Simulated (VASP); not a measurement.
# Ge (I4_1/amd) in VASP: a series of runs

The runs below take Ge through single point, with PBE.

Everything below comes from runs of VASP 6.6.1. Logs are shortened: lines on timing, memory, paths and dates and some standing lists are left out, and cuts for length are marked.

### Step 1. The structure

The structure is tetragonal, space group I4_1/amd (No. 141). Conventional cell: a = 5.149 Å, b = 5.149 Å, c = 2.795 Å, α = 90.00°, β = 90.00°, γ = 90.00°. Ge (site symmetry -4m2) has 6 Ge at 2.67 to 2.79 Å as nearest neighbours.

This isn't the form of Ge at room conditions, which is diamond.

### Step 2. Single point, PBE

The input, INCAR:

```
PREC = Accurate
ENCUT = 400
EDIFF = 0.001
ISMEAR = 0
SIGMA = 0.05
LREAL = F
LASPH = T
NELM = 100
ALGO = Normal
ISIF = 2
LWAVE = F
LCHARG = F
GGA = PE
NBANDS = 21
ADDGRID = F
```

The input, KPOINTS:

```
regular mesh
0
Gamma
  8 8 8
```

The input, POSCAR:

```
Ge
1.0
   -2.5744897190      2.5744897190      1.3974126432
    2.5744897190     -2.5744897190      1.3974126432
    2.5744897190      2.5744897190     -1.3974126432
Ge
2
Direct
    0.5147880000      0.5105290000      0.0041050000
    0.2603220000      0.7562090000      0.5249690000
```

Potentials or basis: VASP PAW PBE potentials, release 64 (Ge_d).

Run with:

```sh
$ cat potpaw_PBE.64/Ge_d/POTCAR > POTCAR
$ mpirun -np 1 vasp_std > vasp.out
```

OUTCAR:

```text
PREC = Accurate
   ENCUT = 400
   EDIFF = 0.001
   ISMEAR = 0
   LREAL = F
   LASPH = T
   NELM = 100
   ISIF = 2
   GGA = PE

 Found    260 irreducible k-points:

 Following reciprocal coordinates:
            Coordinates               Weight
  0.000000  0.000000  0.000000      1.000000
  0.125000  0.000000 -0.000000      2.000000
  0.125000  0.000000 -0.125000      2.000000
  0.000000  0.125000 -0.125000      2.000000
  0.000000  0.125000 -0.000000      2.000000
  0.250000  0.000000 -0.000000      2.000000
   k-points           NKPTS =    260   k-points in BZ     NKDIM =    260   number of bands    NBANDS=     21
   number of dos      NEDOS =    301   number of ions     NIONS =      2
   total plane-waves  NPLWV =  21952
   dimension x,y,z NGX =    28 NGY =   28 NGZ =   28
   dimension x,y,z NGXF=    56 NGYF=   56 NGZF=   56
   ions per type =               2
   NGX,Y,Z   is equivalent  to a cutoff of  11.94, 11.94, 11.94 a.u.
   NGXF,Y,Z  is equivalent  to a cutoff of  23.87, 23.87, 23.87 a.u.
 SYSTEM =  unknown system
   PREC   = accura    normal or accurate (medium, high low for compatibility)
   ISTART =      0    job   : 0-new  1-cont  2-samecut
   ICHARG =      2    charge: 1-file 2-atom 10-const
   ISPIN  =      1    spin polarized calculation?
   LNONCOLLINEAR =      F non collinear calculations
   LSORBIT =      F    spin-orbit coupling
   LASPH  =      T    aspherical Exc in radial PAW
   ENCUT  =  400.0 eV  29.40 Ry    5.42 a.u.   6.36  6.36  6.36*2*pi/ulx,y,z
   NELM   =    100;   NELMIN=  2; NELMDL= -5     # of ELM steps
   EDIFF  = 0.1E-02   stopping-criterion for ELM
   LREAL  =      F    real-space projection
   EDIFFG = 0.1E-01   stopping-criterion for IOM
   NSW    =      0    number of steps for IOM
   IBRION =     -1    ionic relax: 0-MD 1-quasi-New 2-CG
   NFREE  =      0    steps in history (QN), initial steepest desc. (CG)
   ISIF   =      2    stress and relaxation
   ISYM   =      2    0-nonsym 1-usesym 2-fastsym
   POTIM  = 0.5000    time-step for ionic-motion
   TEBEG  =    0.0;   TEEND  =   0.0 temperature during run
   PSTRESS=    0.0 pullay stress
   NELECT =      28.0000    total number of electrons
   NUPDOWN=      -1.0000    fix difference up-down
   EMIN   =  10.00;   EMAX   =-10.00  energy-range for DOS
   EFERMI =   0.00;   METHOD = LEGACY
   ISMEAR =     0;   SIGMA  =   0.05  broadening in eV -4-tet -1-fermi 0-gaus
   EFERMI_NEDOS =   21; number of points for ismear=-14 and -15
   IALGO  =     38    algorithm
   IMIX   =      4    mixing-type and parameters
     AMIX     =   0.40;   BMIX     =  1.00
     AMIX_MAG =   1.60;   BMIX_MAG =  1.00
  volume/ion in A,a.u.               =      18.52       125.01
  Fermi-wavevector in a.u.,A,eV,Ry     =   1.491209  2.817976 30.255333  2.223704
  Thomas-Fermi vector in A             =   2.603893
   LORBIT       =      0    0 simple, 1 ext, 2 COOP (PROOUT), +10 PAW based schemes
   GGA     = PE    functional components
   LHFCALC =     F    Hartree Fock is set to
   AEXX    =    0.0000 exact exchange contribution
   IVDW    =     0    specifies the selected vdW correction
   LEPSILON=     F    determine dielectric tensor
   LRPA    =     F    only Hartree local field effects (RPA)
 non-spin polarized calculation
 Gauss-broadening in eV      SIGMA  =   0.05
  energy-cutoff  :      400.00
  volume of cell :       37.05
 maximum number of plane-waves:       691
 NGX is ok and might be reduce to    28
   NGX = 13   NGY = 13   NGZ = 13

 number of electron      27.9999999 magnetization

 Free energy of the ion-electron system (eV)
  ---------------------------------------------------
  ext. energy  EPLUGINS =         0.00000000
  ---------------------------------------------------
  free energy    TOTEN  =        -8.52730540 eV

  energy without entropy =       -8.52593065  energy(sigma->0) =       -8.52661803

 E-fermi :   6.7362     XC(G=0): -11.3200

 val. band max:        6.7289713364   @ k =   0.0000  -0.3750   0.2500
 cond. band min:       6.7502855184   @ k =   0.3750   0.2500  -0.0000
 fundamental gap:      0.0213141819
 Fermi energy:         6.7362082574

 k-point     1 :       0.0000    0.0000    0.0000
  band No.  band energies     occupation
      1     -17.9559      2.00000
      2     -17.9060      2.00000
      3     -17.8785      2.00000
      4     -17.8734      2.00000
      5     -17.7739      2.00000
      6     -17.7659      2.00000
[... 13 lines left out ...]
     20      18.3535      0.00000
     21      19.3195      0.00000

 k-point     2 :       0.1250    0.0000   -0.0000
  band No.  band energies     occupation
      1     -17.9495      2.00000
      2     -17.8869      2.00000
      3     -17.8709      2.00000
      4     -17.8496      2.00000
      5     -17.7855      2.00000
      6     -17.7771      2.00000
[... 13 lines left out ...]
     20      17.7074      0.00000
     21      18.2288      0.00000

 k-point     3 :       0.1250    0.0000   -0.1250
  band No.  band energies     occupation
      1     -17.9501      2.00000
      2     -17.8872      2.00000
      3     -17.8712      2.00000
      4     -17.8502      2.00000
      5     -17.7837      2.00000
      6     -17.7790      2.00000
[... 13 lines left out ...]
     20      17.7109      0.00000
     21      18.1225      0.00000

 k-point     4 :       0.0000    0.1250   -0.1250
  band No.  band energies     occupation
      1     -17.9489      2.00000
      2     -17.8859      2.00000
      3     -17.8704      2.00000
      4     -17.8503      2.00000
      5     -17.7855      2.00000
      6     -17.7787      2.00000
[... 13 lines left out ...]
     20      17.6781      0.00000
     21      18.2329      0.00000

 k-point     5 :       0.0000    0.1250   -0.0000
  band No.  band energies     occupation
      1     -17.9496      2.00000
      2     -17.8860      2.00000
      3     -17.8707      2.00000
      4     -17.8509      2.00000
      5     -17.7851      2.00000
      6     -17.7799      2.00000
[... 13 lines left out ...]
     20      17.6793      0.00000
     21      18.1270      0.00000

 k-point     6 :       0.2500    0.0000   -0.0000
  band No.  band energies     occupation
      1     -17.9323      2.00000
      2     -17.8540      2.00000
      3     -17.8504      2.00000
      4     -17.8150      2.00000
      5     -17.8100      2.00000
      6     -17.7833      2.00000
[... 13 lines left out ...]
     20      15.6413      0.00000
     21      17.6554      0.00000

 [... further k-points ...]
[... 5 lines left out ...]
  --------------------------------------------------------------------------------------
  -------------------------------------------------------------------------------------
  Total       -0.5855991     -0.3419793      0.6303733     -0.0246864     -0.1059845      0.0732005
  in kB      -25.3246804    -14.7891564     27.2609767     -1.0675822     -4.5833825      3.1656101
  external PRESSURE =      -4.2842867 kB  Pullay stress =       0.0000000 kB

 VOLUME and BASIS-vectors are now :
 -----------------------------------------------------------------------------
  energy-cutoff  :      400.00
  volume of cell :       37.05
      direct lattice vectors                 reciprocal lattice vectors
    -2.574489719  2.574489719  1.397412643     0.000000000  0.194213244  0.357804119
     2.574489719 -2.574489719  1.397412643     0.194213244  0.000000000  0.357804119
     2.574489719  2.574489719 -1.397412643     0.194213244  0.194213244  0.000000000

 POSITION                                       TOTAL-FORCE (eV/Angst)
 -----------------------------------------------------------------------------------
     -0.00040      0.02153      1.42705         0.190711      0.231110     -0.026887
      2.62818      0.07487      0.68691        -0.190711     -0.231110      0.026887
 -----------------------------------------------------------------------------------
    total drift:                               -0.000041      0.000221      0.000008

  FREE ENERGIE OF THE ION-ELECTRON SYSTEM (eV)
  ---------------------------------------------------
  free  energy   TOTEN  =        -8.5273054019 eV

  energy  without entropy=       -8.5259306506  energy(sigma->0) =       -8.52661803
```

Wall time 38 s (1 thread of Intel Xeon 6975P-C (Granite Rapids), shared host); peak memory 0.23 GiB.

The run converged, but some of its settings lie outside the range that counts as converged, so its numbers aren't taken as properties of the crystal.

What came out:

```yaml
Free_energy: -8.5273 eV
Pressure: -0.4 GPa
Largest_force: 0.301 eV/Å
Band_gap_on_the_k_mesh: none (metal or under the smearing width)
```

### Step 3. Single point, PBE

INCAR: that of step 2 with these lines changed.

```diff
@@ -2,3 +2,3 @@
 ENCUT = 400
-EDIFF = 0.001
+EDIFF = 1E-4
 ISMEAR = 0
```

KPOINTS is that of step 2.

The input, POSCAR:

```
Ge
1.0
   -2.5744897190      2.5744897190      1.3974126432
    2.5744897190     -2.5744897190      1.3974126432
    2.5744897190      2.5744897190     -1.3974126432
Ge
2
Direct
    0.5000000000      0.5000000000      0.0000000000
    0.2500000000      0.7500000000      0.5000000000
```

Potentials or basis: VASP PAW PBE potentials, release 64 (Ge_d).

Run with:

```sh
$ cat potpaw_PBE.64/Ge_d/POTCAR > POTCAR
$ mpirun -np 1 vasp_std > vasp.out
```

Wall time 11 s (1 thread of Intel Xeon 6975P-C (Granite Rapids), shared host); peak memory 0.16 GiB.

The run converged, but some of its settings lie outside the range that counts as converged, so its numbers aren't taken as properties of the crystal.

What came out:

```
Free energy            : -8.5398 eV
Pressure               : 2.2 GPa
Band gap on the k mesh : none (metal or under the smearing width)
```

### Step 4. Single point, PBE

INCAR is that of step 3.

KPOINTS is that of step 3.

The input, POSCAR:

```
Ge
1.0
   -2.5744897190      2.5744897190      1.3974126432
    2.5744897190     -2.5744897190      1.3974126432
    2.5744897190      2.5744897190     -1.3974126432
Ge
2
Direct
    0.5147880000      0.5105290000      0.0041050000
    0.2603220000      0.7562090000      0.5249690000
```

Potentials or basis: VASP PAW PBE potentials, release 64 (Ge_d).

Run with:

```sh
$ cat potpaw_PBE.64/Ge_d/POTCAR > POTCAR
$ mpirun -np 1 vasp_std > vasp.out
```

OUTCAR:

```text
PREC = Accurate
   ENCUT = 400
   EDIFF = 1E-4
   ISMEAR = 0
   LREAL = F
   LASPH = T
   NELM = 100
   ISIF = 2
   GGA = PE

 Found    260 irreducible k-points:

 Following reciprocal coordinates:
            Coordinates               Weight
  0.000000  0.000000  0.000000      1.000000
  0.125000  0.000000 -0.000000      2.000000
  0.125000  0.000000 -0.125000      2.000000
  0.000000  0.125000 -0.125000      2.000000
  0.000000  0.125000 -0.000000      2.000000
  0.250000  0.000000 -0.000000      2.000000
   k-points           NKPTS =    260   k-points in BZ     NKDIM =    260   number of bands    NBANDS=     21
   number of dos      NEDOS =    301   number of ions     NIONS =      2
   total plane-waves  NPLWV =  21952
   dimension x,y,z NGX =    28 NGY =   28 NGZ =   28
   dimension x,y,z NGXF=    56 NGYF=   56 NGZF=   56
   ions per type =               2
   NGX,Y,Z   is equivalent  to a cutoff of  11.94, 11.94, 11.94 a.u.
   NGXF,Y,Z  is equivalent  to a cutoff of  23.87, 23.87, 23.87 a.u.
 SYSTEM =  unknown system
   PREC   = accura    normal or accurate (medium, high low for compatibility)
   ISTART =      0    job   : 0-new  1-cont  2-samecut
   ICHARG =      2    charge: 1-file 2-atom 10-const
   ISPIN  =      1    spin polarized calculation?
   LNONCOLLINEAR =      F non collinear calculations
   LSORBIT =      F    spin-orbit coupling
   LASPH  =      T    aspherical Exc in radial PAW
   ENCUT  =  400.0 eV  29.40 Ry    5.42 a.u.   6.36  6.36  6.36*2*pi/ulx,y,z
   NELM   =    100;   NELMIN=  2; NELMDL= -5     # of ELM steps
   EDIFF  = 0.1E-03   stopping-criterion for ELM
   LREAL  =      F    real-space projection
   EDIFFG = 0.1E-02   stopping-criterion for IOM
   NSW    =      0    number of steps for IOM
   IBRION =     -1    ionic relax: 0-MD 1-quasi-New 2-CG
   NFREE  =      0    steps in history (QN), initial steepest desc. (CG)
   ISIF   =      2    stress and relaxation
   ISYM   =      2    0-nonsym 1-usesym 2-fastsym
   POTIM  = 0.5000    time-step for ionic-motion
   TEBEG  =    0.0;   TEEND  =   0.0 temperature during run
   PSTRESS=    0.0 pullay stress
   NELECT =      28.0000    total number of electrons
   NUPDOWN=      -1.0000    fix difference up-down
   EMIN   =  10.00;   EMAX   =-10.00  energy-range for DOS
   EFERMI =   0.00;   METHOD = LEGACY
   ISMEAR =     0;   SIGMA  =   0.05  broadening in eV -4-tet -1-fermi 0-gaus
   EFERMI_NEDOS =   21; number of points for ismear=-14 and -15
   IALGO  =     38    algorithm
   IMIX   =      4    mixing-type and parameters
     AMIX     =   0.40;   BMIX     =  1.00
     AMIX_MAG =   1.60;   BMIX_MAG =  1.00
  volume/ion in A,a.u.               =      18.52       125.01
  Fermi-wavevector in a.u.,A,eV,Ry     =   1.491209  2.817976 30.255333  2.223704
  Thomas-Fermi vector in A             =   2.603893
   LORBIT       =      0    0 simple, 1 ext, 2 COOP (PROOUT), +10 PAW based schemes
   GGA     = PE    functional components
   LHFCALC =     F    Hartree Fock is set to
   AEXX    =    0.0000 exact exchange contribution
   IVDW    =     0    specifies the selected vdW correction
   LEPSILON=     F    determine dielectric tensor
   LRPA    =     F    only Hartree local field effects (RPA)
 non-spin polarized calculation
 Gauss-broadening in eV      SIGMA  =   0.05
  energy-cutoff  :      400.00
  volume of cell :       37.05
 maximum number of plane-waves:       691
 NGX is ok and might be reduce to    28
   NGX = 13   NGY = 13   NGZ = 13

 number of electron      27.9999999 magnetization

 Free energy of the ion-electron system (eV)
  ---------------------------------------------------
  ext. energy  EPLUGINS =         0.00000000
  ---------------------------------------------------
  free energy    TOTEN  =        -8.52732735 eV

  energy without entropy =       -8.52595192  energy(sigma->0) =       -8.52663964

 E-fermi :   6.7365     XC(G=0): -11.3192

 val. band max:        6.7291246312   @ k =   0.0000  -0.3750   0.2500
 cond. band min:       6.7506360224   @ k =   0.3750   0.2500  -0.0000
 fundamental gap:      0.0215113912
 Fermi energy:         6.7365273430

 k-point     1 :       0.0000    0.0000    0.0000
  band No.  band energies     occupation
      1     -17.9629      2.00000
      2     -17.9127      2.00000
      3     -17.8857      2.00000
      4     -17.8802      2.00000
      5     -17.7808      2.00000
      6     -17.7729      2.00000
[... 13 lines left out ...]
     20      18.3535      0.00000
     21      19.3201      0.00000

 k-point     2 :       0.1250    0.0000   -0.0000
  band No.  band energies     occupation
      1     -17.9565      2.00000
      2     -17.8937      2.00000
      3     -17.8781      2.00000
      4     -17.8564      2.00000
      5     -17.7925      2.00000
      6     -17.7841      2.00000
[... 88 lines left out ...]
 k-point     6 :       0.2500    0.0000   -0.0000
  band No.  band energies     occupation
      1     -17.9393      2.00000
      2     -17.8610      2.00000
      3     -17.8574      2.00000
      4     -17.8220      2.00000
      5     -17.8169      2.00000
      6     -17.7902      2.00000
[... 13 lines left out ...]
     20      15.6419      0.00000
     21      17.6559      0.00000

 [... further k-points ...]
[... 5 lines left out ...]
  --------------------------------------------------------------------------------------
  -------------------------------------------------------------------------------------
  Total        0.0538668      0.2889581      1.3030865     -0.0228021     -0.1012797      0.0678176
  in kB        2.3295090     12.4962159     56.3529726     -0.9860954     -4.3799195      2.9328250
  external PRESSURE =      23.7262325 kB  Pullay stress =       0.0000000 kB

 VOLUME and BASIS-vectors are now :
 -----------------------------------------------------------------------------
  energy-cutoff  :      400.00
  volume of cell :       37.05
      direct lattice vectors                 reciprocal lattice vectors
    -2.574489719  2.574489719  1.397412643     0.000000000  0.194213244  0.357804119
     2.574489719 -2.574489719  1.397412643     0.194213244  0.000000000  0.357804119
     2.574489719  2.574489719 -1.397412643     0.194213244  0.194213244  0.000000000

 POSITION                                       TOTAL-FORCE (eV/Angst)
 -----------------------------------------------------------------------------------
     -0.00040      0.02153      1.42705         0.187442      0.227582     -0.026397
      2.62818      0.07487      0.68691        -0.187442     -0.227582      0.026397
 -----------------------------------------------------------------------------------
    total drift:                               -0.000042      0.000222      0.000008

  FREE ENERGIE OF THE ION-ELECTRON SYSTEM (eV)
  ---------------------------------------------------
  free  energy   TOTEN  =        -8.5273273507 eV

  energy  without entropy=       -8.5259519210  energy(sigma->0) =       -8.52663964
```

OSZICAR:

```text
N       E                     dE             d eps       ncg     rms          rms(c)
DAV:   1     0.159735902747E+03    0.15974E+03   -0.12313E+04 12487   0.336E+03
DAV:   2     0.124151509840E+02   -0.14732E+03   -0.14317E+03 10990   0.523E+02
DAV:   3    -0.801605101347E+01   -0.20431E+02   -0.20291E+02 12438   0.123E+02
DAV:   4    -0.853801571378E+01   -0.52196E+00   -0.52165E+00 12135   0.233E+01
DAV:   5    -0.854543267926E+01   -0.74170E-02   -0.74168E-02 12402   0.294E+00    0.212E+00
DAV:   6    -0.853270101834E+01    0.12732E-01   -0.17561E-02 14733   0.224E+00    0.121E+00
DAV:   7    -0.852749432421E+01    0.52067E-02   -0.13217E-02 14705   0.169E+00    0.112E-01
DAV:   8    -0.852732593757E+01    0.16839E-03   -0.20592E-03 14159   0.799E-01    0.393E-02
DAV:   9    -0.852732735066E+01   -0.14131E-05   -0.58554E-05  7993   0.123E-01
   1 F= -.85273274E+01 E0= -.85266396E+01  d E =-.137543E-02
```

Run time: 45 s. Hardware: 1 thread of Intel Xeon 6975P-C (Granite Rapids), shared host; peak memory 0.23 GiB.

The run converged, but some of its settings lie outside the range that counts as converged, so its numbers aren't taken as properties of the crystal.

What came out:

```
Free energy            : -8.5273 eV
Pressure               : 2.4 GPa
Largest force          : 0.296 eV/Å
Band gap on the k mesh : none (metal or under the smearing width)
```

(Part 1 of 2 ends here.)
